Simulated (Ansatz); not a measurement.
The system is Sb.

```
CELL_PARAMETERS angstrom
3.35453 0.00000 0.00000
-1.67727 2.90511 0.00000
0.00000 0.00000 5.47016
ATOMIC_POSITIONS crystal
Sb 0.66667 0.33333 0.75000
Sb 0.33333 0.66667 0.25000
```

This isn't the form of Sb at room conditions, which is rhombohedral.

- Program: Ansatz 0.2.0
- Task: relaxation of cell and atoms
- Functional: PBE
- Dispersion: D4
- Potentials or basis: Ansatz PAW
- Cutoff: 420 eV (not typed: the program's choice for these potentials)
- k mesh: 9 × 9 × 5
- Occupations: fermi-dirac, width 0.05 eV
- Spin: no spin polarisation

At the start: volume 26.65 Å³/atom.

Problem. How do energy, volume and symmetry change on relaxing?

Solution. It ends after 5 steps and the volume is 25.95 Å³/atom (-2.6 %); space group P6_3/mmc (No. 194, to 0.05 Å).

Step by step:
```
step  energy change (eV)  largest force (eV/Å)  volume (Å³)
   1              0.0000                0.0000        53.31
   2             -0.0063                0.0000        51.25
   3             -0.0078                0.0000        51.94
   4             -0.0079                0.0000        51.91
   5             -0.0075                0.0000        51.91
```

Final structure:
```
Sb
1.0
     3.32814    0.00000    0.00000
    -1.66407    2.88225    0.00000
     0.00000    0.00000    5.41099
Sb
2
Direct
  0.66667 0.33333 0.75000
  0.33333 0.66667 0.25000
```

Caveat: the plane-wave basis is chosen anew once the cell has moved, so the energies of steps on either side of that aren't comparable; pairwise dispersion overbinds metals, which lowers pressure and volume.
